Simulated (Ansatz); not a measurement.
Calculation for RbIr (CsCl type): DFT, PBE, all-electron LAPW, non-relativistic (Ansatz 0.2.0). This run: no relativity, cell and atoms relaxed.

The cell comes from a relaxation on PAW files under the same functional, begun from a prototype that needn't be the stable phase.

Command: `ansatz run input.yaml --threads 1 --pin off --max-ram 2048MiB --backend cpu --events-out ev --progress --plain --runs-dir out` It took 39 s on 1 thread of Arm Neoverse V1 (shared host), peak memory 0.33 GiB.

```yaml
crystal:
  lattice:
    - [3.8079190921, 0.0, 0.0]
    - [0.0, 3.8079190921, 0.0]
    - [0.0, 0.0, 3.8079190921]
  atoms:
    - { symbol: Rb, position: [0.0, 0.0, 0.0] }
    - { symbol: Ir, position: [0.5, 0.5, 0.5] }
kpoints:
  mp_grid: { grid: [9, 9, 9] }
scf:
  occupations: { method: fermi_dirac, width: 0.05 }
hamiltonian:
  xc: pbe
  pseudopotentials:
    kind: all_electron
    lapw: { basis_error: 0.0005 }
    relativity: none
output:
  forces: true
  stress: true
  eigenvalues: true
relax:
  f_tol: 0.005
  max_steps: 20
  cell: {}
```

Output:

```
The last accepted step is kept in <dir> (removed where the run ends without a failure and the disk answers)
LAPW: plane waves up to 6.848 Å⁻¹, error target 5.0e-4 eV per atom; Rb in spheres of 1.500 Å, 27 of its electrons in bands, Dirac shells []; Ir in spheres of 1.699 Å, 31 of its electrons in bands, Dirac shells [] (how accurate: hamiltonian.pseudopotentials.lapw.basis_error, Limitations)
Engine: ansatz 0.2.0
Pseudopotentials: kind: all_electron
Pseudopotential: Rb, LAPW, valence charge 27, lapw/all_electron/none/Rb, Schrödinger's equation, point nucleus
Pseudopotential: Ir, LAPW, valence charge 31, lapw/all_electron/none/Ir, Schrödinger's equation, point nucleus
Functional definition: PBE
  parameter kappa = 0.804
  parameter beta = 0.06672455060314922
  exchange = pbe_x(kappa = kappa, mu = beta*pi^2/3)
  correlation = pbe_c(beta = beta)
Crystal: 2 atoms, lattice volume = 55.216 Å³
Basis set: ecut = 178.6468567120276 eV, 305 PW (Γ), exchange–correlation at level 2
Bands: 35, of which v1, the nominal top of the filled ones, is band 29 counted from 1 (28 counted from 0)
Symmetry: 48 space group operations
Space group: Pm-3m (ITA 221), of the structure as read, at distance tolerance 3.8e-5 Å
k-points: 35 of 729
Non-local potential: Rb, projectors of the file, none
Non-local potential: Ir, projectors of the file, none
Initial density: superposition of atomic densities (chi_scale 0.1, normalization cell, long waves kept (reshape's long-wave potential 0.00 eV rms))
Initial wavefunctions: plane waves of lowest kinetic energy (no species holds an atomic orbital)
Functional: x = pbe(κ = 0.804, μ = 0.2195149727645171), c = pbe(β = 0.06672455060314922)
iter 1 solved again at ethr=3.95e-3 eV; its pass at ethr=1.00e-1 eV (dr2=2.29e0 eV) is discarded
SCF iter   1: F=—  HF=-537423.084482 eV  |F-HF|=—  |Δ(HF+E_count)|=         —  Δρ=4.23e-2  dr2=2.29e0  ethr=3.95e-3  ⟨swp⟩=2.0  Hψ=7359  notcnv=0
preconditioner: auto → Resta (q_TF=auto, 2.751 Å⁻¹)  ε∞=4.6  [insulator: Δε(μ)=0.254 eV  Ē_g=10.587 eV  σ=0.050 eV  W_gap=0.77  n_scr=18 (ndim 8)  ℏωp=20.0 eV  f_vac=0.000  D(μ)=0.38/eV (n_scr^D=0)  ε∞_Penn≈4.6]
SCF iter   2: F=—  HF=-537422.422388 eV  |F-HF|=—  |Δ(HF+E_count)|=   6.62e-1  Δρ=2.98e-2  dr2=7.85e-1  ethr=3.95e-3  ⟨swp⟩=3.0  Hψ=4024  notcnv=0
preconditioner: auto → Kerker (q_TF=auto, 2.751 Å⁻¹)  [metal: Δε(μ)=0.022 eV  Ē_g=9.376 eV  σ=0.050 eV  W_gap=0.11  n_scr=18 (ndim 8)  ℏωp=20.0 eV  f_vac=0.027 (ignored in choosing the arm: the first look at the density read no void)  D(μ)=5.60/eV (n_scr^D=80)]
SCF iter   3: F=—  HF=-537420.222675 eV  |F-HF|=—  |Δ(HF+E_count)|=    2.20e0  Δρ=1.33e-2  dr2=2.79e-1  ethr=1.35e-3  ⟨swp⟩=3.0  Hψ=3921  notcnv=0
iter 4 solved again at ethr=1.19e-5 eV; its pass at ethr=4.81e-4 eV (dr2=6.91e-3 eV) is discarded
SCF iter   4: F=—  HF=-537420.143869 eV  |F-HF|=—  |Δ(HF+E_count)|=         —  Δρ=5.21e-3  dr2=6.90e-3  ethr=1.19e-5  ⟨swp⟩=2.0  Hψ=6026  notcnv=0
the basis was enlarged: its passes take 378.2 KiB over the memory plan, 1 of 1 planned eigensolver slots
SCF iter   5: F=—  HF=-537420.123597 eV  |F-HF|=—  |Δ(HF+E_count)|=   2.03e-2  Δρ=6.68e-3  dr2=7.71e-2  ethr=1.19e-5  ⟨swp⟩=3.0  Hψ=4082  notcnv=0
SCF iter   6: F=—  HF=-537420.109127 eV  |F-HF|=—  |Δ(HF+E_count)|=   1.45e-2  Δρ=1.83e-3  dr2=6.12e-3  ethr=1.19e-5  ⟨swp⟩=2.3  Hψ=3768  notcnv=0
SCF iter   7: F=—  HF=-537420.107694 eV  |F-HF|=—  |Δ(HF+E_count)|=   1.43e-3  Δρ=6.03e-4  dr2=5.22e-4  ethr=1.06e-5  ⟨swp⟩=2.0  Hψ=3581  notcnv=0
SCF iter   8: F=—  HF=-537420.107624 eV  |F-HF|=—  |Δ(HF+E_count)|=   6.92e-5  Δρ=2.79e-4  dr2=6.83e-5  ethr=9.00e-7  ⟨swp⟩=2.0  Hψ=3706  notcnv=0
SCF iter   9: F=—  HF=-537420.107647 eV  |F-HF|=—  |Δ(HF+E_count)|=   2.21e-5  Δρ=1.39e-4  dr2=2.03e-5  ethr=1.18e-7  ⟨swp⟩=2.9  Hψ=3766  notcnv=0
SCF iter  10: F=—  HF=-537420.107644 eV  |F-HF|=—  |Δ(HF+E_count)|=   2.93e-6  Δρ=6.24e-5  dr2=4.21e-6  ethr=3.49e-8  ⟨swp⟩=2.0  Hψ=3705  notcnv=0
SCF iter  11: F=—  HF=-537420.107642 eV  |F-HF|=—  |Δ(HF+E_count)|=   1.98e-6  Δρ=1.87e-5  dr2=3.81e-7  ethr=7.26e-9  ⟨swp⟩=2.0  Hψ=3705  notcnv=0
SCF iter  12: F=-537420.107642 eV  HF=-537420.107642 eV  |F-HF|=3.17e-8  |Δ(HF+E_count)|=   8.72e-8  Δρ=3.72e-6  dr2=1.09e-8  ethr=6.56e-10  ⟨swp⟩=2.5  Hψ=3728  notcnv=0
SCF 1 converged in 12 iterations: F = -537420.107642 eV  dr2 = 1.09e-8
relax step   1: F+E_penalty+E_count = -537420.10764152 eV  Δ(F+E_penalty+E_count) = +0.000e0 eV  max|allowed force component| = 4.930e-31 eV/Å  Δτ_max = 0.0000 Å  P = +0.112 GPa  Ω = 55.216 Å³  (12 SCF iters, accepted)
Crystal: 2 atoms, lattice volume = 55.362 Å³
Basis set: ecut = 178.33304936398346 eV, 305 PW (Γ), exchange–correlation at level 2
Initial density: handed on by an earlier stage of this run
Initial wavefunctions: those handed on with the density
iter 1 solved again at ethr=1.66e-9 eV; its pass at ethr=1.00e-1 eV (dr2=9.65e-7 eV) is discarded
SCF iter   1: F=—  HF=-537420.107723 eV  |F-HF|=—  |Δ(HF+E_count)|=         —  Δρ=3.58e-5  dr2=6.62e-7  ethr=1.66e-9  ⟨swp⟩=5.0  Hψ=6541  notcnv=0
preconditioner: auto → LDOS  [metal: Δε(μ)=0.069 eV  Ē_g=9.769 eV  σ=0.050 eV  W_gap=0.33  n_scr=18 (ndim 8)  ℏωp=20.0 eV  f_vac=0.067  D(μ)=2.31/eV (n_scr^D=18)  β→1.0]
SCF iter   2: F=—  HF=-537420.107729 eV  |F-HF|=—  |Δ(HF+E_count)|=   6.86e-6  Δρ=4.88e-5  dr2=2.84e-6  ethr=1.14e-9  ⟨swp⟩=3.0  Hψ=3998  notcnv=0
iter 3 solved again at ethr=1.22e-11 eV; its pass at ethr=1.14e-9 eV (dr2=7.10e-9 eV) is discarded
[... lines left out ...]
SCF iter   4: F=-537420.107740 eV  HF=-537420.107740 eV  |F-HF|=3.57e-8  |Δ(HF+E_count)|=   1.92e-7  Δρ=1.85e-6  dr2=1.67e-9  ethr=1.41e-11  ⟨swp⟩=3.0  Hψ=3789  notcnv=0
SCF 3 converged in 4 iterations: F = -537420.107740 eV  dr2 = 1.67e-9
relax step   3: F+E_penalty+E_count = -537420.10774034 eV  Δ(F+E_penalty+E_count) = -2.335e-5 eV  max|allowed force component| = 1.183e-30 eV/Å  Δτ_max = 0.0000 Å  P = +0.000 GPa  Ω = 55.499 Å³  (4 SCF iters, accepted)
iter 1 solved again at ethr=4.10e-12 eV; its pass at ethr=1.00e-1 eV (dr2=2.38e-9 eV) is discarded
SCF iter   1: F=—  HF=-537420.107738 eV  |F-HF|=—  |Δ(HF+E_count)|=         —  Δρ=1.80e-6  dr2=1.61e-9  ethr=8.73e-12 (applied; sched 4.10e-12)  ⟨swp⟩=6.7  Hψ=7624  notcnv=0  reapply=1
preconditioner: auto → LDOS  [metal: Δε(μ)=0.068 eV  Ē_g=9.759 eV  σ=0.050 eV  W_gap=0.32  n_scr=18 (ndim 8)  ℏωp=19.9 eV  f_vac=0.067  D(μ)=2.34/eV (n_scr^D=18)  β→1.0]
SCF iter   2: F=-537420.107740 eV  HF=-537420.107740 eV  |F-HF|=6.45e-8  |Δ(HF+E_count)|=   1.85e-6  Δρ=6.78e-7  dr2=2.39e-10  ethr=7.00e-12 (applied; sched 2.77e-12)  ⟨swp⟩=3.0  Hψ=4041  notcnv=0
SCF 4 converged in 2 iterations: F = -537420.107740 eV  dr2 = 2.39e-10
relax step   4: F+E_penalty+E_count = -537420.10774021 eV  Δ(F+E_penalty+E_count) = +1.278e-7 eV  max|allowed force component| = 2.999e-31 eV/Å  Δτ_max = 0.0000 Å  P = +0.000 GPa  Ω = 55.499 Å³  stress off target by 3.65e-4 GPa  SCF on the basis re-selected at this cell (its energy is not comparable with the rows above)  (2 SCF iters)
basis re-selected at this cell: Δ(F+E_penalty+E_count) = +1.278e-7 eV, ΔP = +0.000 GPa vs the last step (what re-selecting the basis moved, after the strain that the cell walked since its last selection, with what the two solves' SCF thresholds leave and, on support functions, any second-order correction that the steps lacked; it is no measure of the basis error at this ecutwfc). This SCF's stress stands 3.65e-4 GPa from its target on what of the cell is left free (relax.cell.stress_tol is 5.00e-2 GPa) and its largest allowed force component is 3.00e-31 eV/Å (relax.f_tol is 5.00e-3 eV/Å): within both
SCF converged after 2 iterations
Free energy (F): -537420.107740 eV
Harris-Foulkes:  -537420.107740 eV  (|F-HF|=6.45e-8)
Internal energy: -537420.087328 eV  (E = F + TS)
E sigma→0 (E₀):  -537420.097534 eV
Entropy (-TS):   -0.020413 eV (-10.206 meV/atom)
Fermi energy:    12.076294 eV
--- Per-component energies (eV) ---
  E_band       = -3574.108938
  E_kinetic    = 537260.198339
  E_xc         = -11623.357599
  E_electrostatic = -1063056.928068  (all electrons and nuclei)
  E_smearing   = -0.020413  (= −TS)
  E_closure    = 0.000000  (closes the sum)
  E_atoms      = -537410.930300  (free atoms, spherical and without spin; not in F)
  Σ components = -537420.107740   (vs F -537420.107740, Δ=0.00e0)
  Basis errors (estimates in eV, not in F): energy 2.0e-4 per atom: plane waves 1.7e-4 (8.8e-5 summed), levels above the bands 9.0e-83, relativity 0.0e0, radial functions 2.5e-5, core shells 2.0e-7; eigenvalues (radial functions only) 8.9e-7; not estimated: angular momenta, meshes, grids; target (lapw.basis_error) 5.0e-4; muffin-tin radii Rb 1.502 Å, Ir 1.702 Å
--- Forces (eV/Å), atoms counted from 1 ---
  atom   1  Rb     0.00000000     0.00000000    -0.00000000
  atom   2  Ir    -0.00000000     0.00000000    -0.00000000
  max |Σ_I F_I| component: 9.86e-31 eV/Å
--- Stress (GPa, compression-positive) ---
        0.000365      -0.000000       0.000000
       -0.000000       0.000365       0.000000
        0.000000       0.000000       0.000365
  P = ⅓ Tr σ = 0.0004 GPa (0.004 kbar)
--- Band table (eV; the first three rows and the last of 35) ---
  k-point 0: bands = ["-269.2927", "-204.7784", "-204.7784", "-204.7784", "-88.5433", "-88.5433", "-88.5422", "-88.5422", "-88.5422", "-57.0307", "-51.9809", "-51.9809", "-51.9809", "-51.9503", "-51.9503", "-51.9503", "-51.9121", "-29.3002", "-29.3002", "-29.3002", "-13.2469", "1.7357", "1.7357", "1.7357", "9.8616", "10.4329", "10.4329", "11.8361", "11.8361", "11.8361", "17.6992", "17.6992", "20.9740", "20.9740", "20.9740"]
  k-point 1: bands = ["-269.2927", "-204.7784", "-204.7784", "-204.7784", "-88.5433", "-88.5433", "-88.5422", "-88.5422", "-88.5422", "-57.0306", "-51.9809", "-51.9809", "-51.9809", "-51.9503", "-51.9503", "-51.9503", "-51.9121", "-29.3017", "-29.3001", "-29.3001", "-13.2391", "1.6296", "1.7398", "1.7398", "10.0750", "10.4708", "10.5502", "11.8227", "11.8227", "11.8495", "17.5897", "17.6292", "20.2010", "20.2010", "20.6564"]
  k-point 2: bands = ["-269.2927", "-204.7784", "-204.7784", "-204.7784", "-88.5433", "-88.5433", "-88.5422", "-88.5422", "-88.5422", "-57.0304", "-51.9809", "-51.9809", "-51.9809", "-51.9503", "-51.9503", "-51.9503", "-51.9121", "-29.3056", "-29.2998", "-29.2998", "-13.2192", "1.3763", "1.7503", "1.7503", "10.5706", "10.6366", "10.8826", "11.7914", "11.7914", "11.8838", "17.0432", "17.3107", "19.2001", "19.2001", "20.5721"]
  k-point 34: bands = ["-269.2927", "-204.7784", "-204.7784", "-204.7784", "-88.5433", "-88.5433", "-88.5422", "-88.5422", "-88.5422", "-57.0291", "-51.9809", "-51.9809", "-51.9809", "-51.9503", "-51.9503", "-51.9503", "-51.9121", "-29.3105", "-29.3104", "-29.3104", "-13.0723", "1.1870", "1.1870", "1.1901", "11.4477", "11.5311", "11.5311", "12.2595", "12.2595", "14.0719", "14.5034", "14.5034", "17.8568", "22.0641", "22.0641"]
--- Relaxed structure (3 steps of the walk, 3 accepted, 1 SCFs on fresh bases) ---
  F+E_penalty+E_count = -537420.10774021 eV   max|allowed force component| = 2.999e-31 eV/Å   (the final SCF, on the basis selected at the relaxed cell)
  cell:  # Å, volume = 55.4994 Å³
    - [3.814427372015129, -1.0433374392738404e-33, -2.407412430484045e-35]
    - [-1.0433374392738404e-33, 3.814427372015129, 0.0]
    - [-2.407412430484045e-35, 0.0, 3.814427372015129]
  atoms:
    - { symbol: Rb, position: [-1.5333160868534737e-47, 3.7866869073027425e-37, 3.9513254684989856e-37] }
    - { symbol: Ir, position: [0.5, 0.5, 0.5] }
```

Next run (spin-orbit coupling on), as changes to the input before:

```diff
   mp_grid: { grid: [9, 9, 9] }
+  band_path:
+    path:
+      - [0.0, 0.0, 0.0]
+      - [0.0, 0.5, 0.0]
+      - [0.5, 0.5, 0.0]
+      - [0.0, 0.0, 0.0]
+      - [0.5, 0.5, 0.5]
+      - [0.0, 0.5, 0.0]
+      - [0.5, 0.5, 0.5]
+      - [0.5, 0.5, 0.0]
+    npoints: 8
 scf:
   xc: pbe
-  pseudopotentials:
-    kind: all_electron
-    lapw: { basis_error: 0.0005 }
-    relativity: none
+  pseudopotentials: { kind: all_electron, lapw: { basis_error: 0.0005 } }
 output:
   eigenvalues: true
-relax:
-  f_tol: 0.005
-  max_steps: 20
-  cell: {}
+magnetization:
+  noncollinear: true
+  spin_orbit: true
```

Results part of the output:

```
SCF 1 converged in 11 iterations: F = -566983.062337 eV  dr2 = 8.76e-9
NSCF: frozen V_eff on 57 k-points
SCF converged after 11 iterations
Magnetization: |M| = 0.0000 μB,  M = (+0.0000, +0.0000, +0.0000) μB
Absolute magnetization: 0.0000 μB (∫|m|)
  site 0: m = (+0.0000, +0.0000, +0.0000) μB, |m| = 0.0000 μB  (R = 1.55 Å)
  site 1: m = (+0.0000, +0.0000, +0.0000) μB, |m| = 0.0000 μB  (R = 1.75 Å)
Free energy (F): -566983.062337 eV
Harris-Foulkes:  -566983.062337 eV  (|F-HF|=9.55e-9)
Internal energy: -566983.017443 eV  (E = F + TS)
[... lines left out ...]
--- Stress (GPa, compression-positive) ---
        1.171477       0.000000       0.000000
        0.000000       1.171477       0.000000
        0.000000       0.000000       1.171477
  P = ⅓ Tr σ = 1.1715 GPa (11.715 kbar)
--- Band table (eV; the first three rows and the last of 35) ---
  k-point 0: bands = ["-279.8612", "-279.8612", "-212.9736", "-212.9736", "-203.8441", "-203.8441", "-203.8441", "-203.8441", "-86.8423", "-86.8423", "-86.8423", "-86.8423", "-85.2929", "-85.2929", "-85.2929", "-85.2929", "-85.2922", "-85.2922", "-78.5218", "-78.5218", "-45.4564", "-45.4564", "-44.5396", "-44.5396", "-44.5396", "-44.5396", "-44.5043", "-44.5043", "-41.4315", "-41.4315", "-41.4121", "-41.4121", "-41.4121", "-41.4121", "-41.3795", "-41.3795", "-31.9632", "-31.9632", "-31.9632", "-31.9632", "-14.1070", "-14.1070", "1.3649", "1.3649", "2.2592", "2.2592", "2.2592", "2.2592", "8.1521", "8.1521", "9.8323", "9.8323", "9.8323", "9.8323", "11.3064", "11.3064", "11.3064", "11.3064", "11.8357", "11.8357", "17.9249", "17.9249", "17.9249", "17.9249", "19.0784", "19.0784", "20.5684", "20.5684", "20.5684", "20.5684"]
  k-point 1: bands = ["-279.8612", "-279.8612", "-212.9736", "-212.9736", "-203.8441", "-203.8441", "-203.8441", "-203.8441", "-86.8423", "-86.8423", "-86.8423", "-86.8423", "-85.2929", "-85.2929", "-85.2929", "-85.2929", "-85.2922", "-85.2922", "-78.5218", "-78.5218", "-45.4565", "-45.4565", "-44.5396", "-44.5396", "-44.5396", "-44.5396", "-44.5043", "-44.5043", "-41.4315", "-41.4315", "-41.4121", "-41.4121", "-41.4121", "-41.4121", "-41.3795", "-41.3795", "-31.9640", "-31.9640", "-31.9631", "-31.9631", "-14.1000", "-14.1000", "1.3289", "1.3289", "2.1758", "2.1758", "2.2634", "2.2634", "8.3808", "8.3808", "9.8599", "9.8599", "9.9263", "9.9263", "11.3118", "11.3118", "11.3170", "11.3170", "11.8316", "11.8316", "17.5919", "17.5919", "17.8191", "17.8191", "18.9516", "18.9516", "20.0105", "20.0105", "20.0915", "20.0915"]
  k-point 2: bands = ["-279.8612", "-279.8612", "-212.9736", "-212.9736", "-203.8441", "-203.8441", "-203.8441", "-203.8441", "-86.8423", "-86.8423", "-86.8423", "-86.8423", "-85.2929", "-85.2929", "-85.2929", "-85.2929", "-85.2922", "-85.2922", "-78.5217", "-78.5217", "-45.4567", "-45.4567", "-44.5396", "-44.5396", "-44.5396", "-44.5396", "-44.5043", "-44.5043", "-41.4315", "-41.4315", "-41.4121", "-41.4121", "-41.4121", "-41.4121", "-41.3795", "-41.3795", "-31.9659", "-31.9659", "-31.9629", "-31.9629", "-14.0823", "-14.0823", "1.2084", "1.2084", "2.0186", "2.0186", "2.2741", "2.2741", "8.9948", "8.9948", "9.9308", "9.9308", "10.1634", "10.1634", "11.3443", "11.3443", "11.3446", "11.3446", "11.8256", "11.8256", "16.3847", "16.3847", "17.5498", "17.5498", "18.5092", "18.5092", "19.1134", "19.1134", "20.1827", "20.1827"]
  k-point 34: bands = ["-279.8612", "-279.8612", "-212.9736", "-212.9736", "-203.8441", "-203.8441", "-203.8441", "-203.8441", "-86.8423", "-86.8423", "-86.8423", "-86.8423", "-85.2929", "-85.2929", "-85.2929", "-85.2929", "-85.2922", "-85.2922", "-78.5215", "-78.5215", "-45.4585", "-45.4585", "-44.5396", "-44.5396", "-44.5396", "-44.5396", "-44.5043", "-44.5043", "-41.4315", "-41.4315", "-41.4121", "-41.4121", "-41.4121", "-41.4121", "-41.3795", "-41.3795", "-31.9715", "-31.9715", "-31.9715", "-31.9715", "-13.9514", "-13.9514", "0.8686", "0.8686", "1.6651", "1.6651", "1.6656", "1.6656", "10.5700", "10.5700", "10.6357", "10.6357", "11.4316", "11.4316", "12.0510", "12.0510", "12.0517", "12.0517", "12.7111", "12.7111", "13.7274", "13.7274", "14.2740", "14.2740", "15.1760", "15.1760", "22.2466", "22.2466", "22.2769", "22.2769"]
```

Next run (spin-orbit coupling on, cell and atoms relaxed), as changes to the input before:

```diff
   mp_grid: { grid: [9, 9, 9] }
-  band_path:
-    path:
-      - [0.0, 0.0, 0.0]
-      - [0.0, 0.5, 0.0]
-      - [0.5, 0.5, 0.0]
-      - [0.0, 0.0, 0.0]
-      - [0.5, 0.5, 0.5]
-      - [0.0, 0.5, 0.0]
-      - [0.5, 0.5, 0.5]
-      - [0.5, 0.5, 0.0]
-    npoints: 8
 scf:
   eigenvalues: true
+relax:
+  f_tol: 0.005
+  max_steps: 10
+  cell: {}
 magnetization:
```

Results part of the output:

```
basis re-selected at this cell: Δ(F+E_penalty+E_count) = +7.799e-7 eV, ΔP = +0.000 GPa vs the last step (what re-selecting the basis moved, after the strain that the cell walked since its last selection, with what the two solves' SCF thresholds leave and, on support functions, any second-order correction that the steps lacked; it is no measure of the basis error at this ecutwfc). This SCF's stress stands 4.76e-2 GPa from its target on what of the cell is left free (relax.cell.stress_tol is 5.00e-2 GPa) and its largest allowed force component is 2.10e-30 eV/Å (relax.f_tol is 5.00e-3 eV/Å): within both
SCF converged after 2 iterations
Magnetization: |M| = 0.0000 μB,  M = (+0.0000, +0.0000, +0.0000) μB
Absolute magnetization: 0.0000 μB (∫|m|)
  site 0: m = (+0.0000, +0.0000, +0.0000) μB, |m| = 0.0000 μB  (R = 1.53 Å)
  site 1: m = (+0.0000, +0.0000, +0.0000) μB, |m| = 0.0000 μB  (R = 1.73 Å)
Free energy (F): -566983.072674 eV
Harris-Foulkes:  -566983.072674 eV  (|F-HF|=1.51e-9)
Internal energy: -566983.025407 eV  (E = F + TS)
E sigma→0 (E₀):  -566983.049040 eV
Entropy (-TS):   -0.047266 eV (-23.633 meV/atom)
[... lines left out ...]
  k-point 2: bands = ["-280.6889", "-280.6889", "-213.8013", "-213.8013", "-204.6717", "-204.6717", "-204.6717", "-204.6717", "-87.6699", "-87.6699", "-87.6699", "-87.6699", "-86.1205", "-86.1205", "-86.1205", "-86.1205", "-86.1198", "-86.1198", "-79.2893", "-79.2893", "-46.2227", "-46.2227", "-45.3082", "-45.3082", "-45.3082", "-45.3082", "-45.2738", "-45.2738", "-42.1999", "-42.1999", "-42.1810", "-42.1810", "-42.1810", "-42.1810", "-42.1491", "-42.1491", "-32.7297", "-32.7297", "-32.7273", "-32.7273", "-14.8815", "-14.8815", "0.4192", "0.4192", "1.2262", "1.2262", "1.4520", "1.4520", "8.2516", "8.2516", "9.2507", "9.2507", "9.4520", "9.4520", "10.5931", "10.5931", "10.5967", "10.5967", "11.0517", "11.0517", "15.4251", "15.4251", "16.7381", "16.7381", "17.5693", "17.5693", "18.1657", "18.1657", "19.2019", "19.2019"]
  k-point 34: bands = ["-280.6889", "-280.6889", "-213.8013", "-213.8013", "-204.6717", "-204.6717", "-204.6717", "-204.6717", "-87.6699", "-87.6699", "-87.6699", "-87.6699", "-86.1205", "-86.1205", "-86.1205", "-86.1205", "-86.1198", "-86.1198", "-79.2891", "-79.2891", "-46.2241", "-46.2241", "-45.3082", "-45.3082", "-45.3082", "-45.3082", "-45.2737", "-45.2737", "-42.1999", "-42.1999", "-42.1810", "-42.1810", "-42.1810", "-42.1810", "-42.1491", "-42.1491", "-32.7341", "-32.7341", "-32.7341", "-32.7341", "-14.7741", "-14.7741", "0.1170", "0.1170", "0.9239", "0.9239", "0.9240", "0.9240", "9.7886", "9.7886", "9.8421", "9.8421", "10.6552", "10.6552", "11.2509", "11.2509", "11.2523", "11.2523", "11.9000", "11.9000", "12.9735", "12.9735", "13.5211", "13.5211", "14.2828", "14.2828", "21.1006", "21.1006", "21.1295", "21.1295"]
--- Relaxed structure (3 steps of the walk, 3 accepted, 1 SCFs on fresh bases) ---
  F+E_penalty+E_count = -566983.07267356 eV   max|allowed force component| = 2.104e-30 eV/Å   (the final SCF, on the basis selected at the relaxed cell)
  cell:  # Å, volume = 58.0741 Å³
    - [3.87252352543412, 4.481297930494779e-34, 3.2098832406453924e-35]
    - [6.407227874882015e-34, 3.87252352543412, 0.0]
    - [3.2098832406453924e-35, 0.0, 3.87252352543412]
  atoms:
    - { symbol: Rb, position: [-3.8332902171336843e-48, 3.95132546874815e-37, 5.268433957934758e-37] }
    - { symbol: Ir, position: [0.5, 0.5, 0.5] }
```
